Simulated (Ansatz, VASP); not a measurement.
**SnTe in VASP and in Ansatz**

```xyz
2
Lattice="0.0000 3.1509 3.1509 3.1509 0.0000 3.1509 3.1509 3.1509 0.0000" Properties=species:S:1:pos:R:3 pbc="T T T"
Te    3.1509    3.1509    3.1509
Sn    0.0000    0.0000    0.0000
```

Alike in both runs: task single point; functional PBEsol; dispersion D3(BJ); k mesh 7 × 7 × 7; occupations fermi-dirac, width 0.05 eV; no spin polarisation.

|  | VASP | Ansatz |
| --- | --- | --- |
| version | VASP 6.6.1 | Ansatz 0.2.0 |
| potentials or method | VASP PAW PBE potentials, release 64 (Te, Sn_d) | Ansatz PAW |
| plane-wave cutoff (eV) | 520 | 420 |
| valence electrons in the cell | 20 | 30 |

Ansatz gave:

- gap on the k mesh at the Fermi level (eV): 0.66
- least direct gap on the mesh (eV): 0.66
- pressure (GPa): -2.4
- dispersion energy (meV/atom): -388.7

Question: Which values does VASP return?

Answer: gap on the k mesh at the Fermi level (eV): 0.66; least direct gap on the mesh (eV): 0.66; pressure (GPa): -2.4; dispersion energy (meV/atom): -388.6.

The two sets of potentials don't hold the same shells in valence.

Caveats: the PAW data sets were made with another functional, which shifts forces and pressure a little (VASP); the PAW data sets come from PBE, with cores solved anew for the run's functional, which leaves a small shift of forces and pressure (Ansatz). The runs have no spin-orbit coupling, so splittings on Te are missing.
